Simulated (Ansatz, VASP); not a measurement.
**NaH: VASP beside Ansatz**

The input POSCAR:

```
NaH
1.0
    0.0000000000      2.4400000000      2.4400000000
    2.4400000000      0.0000000000      2.4400000000
    2.4400000000      2.4400000000      0.0000000000
Na H
1 1
Direct
    0.0000000000      0.0000000000     -0.0144898931
    0.5000000000      0.5000000000      0.5000000000
```

Contents of INCAR.step1:

```
SYSTEM = NaH
PREC = Accurate
ENCUT = 520
ISMEAR = 0
SIGMA = 0.05
LREAL = .FALSE.
LASPH = .TRUE.
NELM = 100
NBANDS = 11
GGA = PE
ALGO = Normal
EDIFF = 1E-4
LWAVE = .TRUE.
LCHARG = .FALSE.
```

File INCAR.step2:

```
SYSTEM = NaH
PREC = Accurate
ENCUT = 520
EDIFF = 1E-7
ISMEAR = 0
SIGMA = 0.05
LREAL = .FALSE.
LASPH = .TRUE.
NELM = 100
ALGO = Normal
ISIF = 2
LWAVE = .FALSE.
LCHARG = .TRUE.
METAGGA = R2SCAN
LMIXTAU = .TRUE.
LELF = .TRUE.
LVHAR = .TRUE.
NBANDS = 11
ISTART = 1
```

Contents of KPOINTS:

```
regular mesh
0
G
  8 8 8
  0 0 0
```

Input for Ansatz:

```yaml
crystal:
  lattice:
    - [0.0, 2.44, 2.44]
    - [2.44, 0.0, 2.44]
    - [2.44, 2.44, 0.0]
  atoms:
    - { symbol: Na, position: [0.0, 0.0, -0.0144898931] }
    - { symbol: H, position: [0.5, 0.5, 0.5] }
basis:
  ecutwfc: 500
kpoints:
  mp_grid: { grid: [8, 8, 8] }
hamiltonian:
  xc: r2scan
scf:
  occupations: { method: gaussian, width: 0.05 }
output:
  forces: true
  stress: true
  eigenvalues: true
```

Change from the starting cell: all Na atoms moved -0.050 Å, as atom 1 along Cartesian [1 1 0].

Alike in both runs: task single point; functional r2SCAN; k mesh 8 × 8 × 8; occupations gaussian, width 0.05 eV; no spin polarisation.

|  | VASP | Ansatz |
| --- | --- | --- |
| version | VASP 6.6.1 | Ansatz 0.2.0 |
| potentials or method | VASP PAW PBE potentials, release 64 (Na_pv, H) | scalar-relativistic, plane waves, PAW |
| plane-wave cutoff (eV) | 520 | 500 |
| valence electrons in the cell | 8 | 10 |

|  | VASP | Ansatz | Ansatz less VASP |
| --- | --- | --- | --- |
| gap on the k mesh at the Fermi level (eV) | 4.31 | 4.31 | -0.009 |
| least direct gap on the mesh (eV) | 5.13 | 5.14 | +0.009 |
| pressure (GPa) | -1.3 | -1.1 | +0.15 |
| rms of the force components (eV/Å) | 0.023 | 0.024 | +0.0012 |

Atom by atom the forces differ by 0.001 eV/Å (rms over components). The two sets of potentials don't hold the same shells in valence.

Caveats: the PAW data sets were made with another functional, which shifts forces and pressure a little (VASP). A k mesh can miss the band edges.
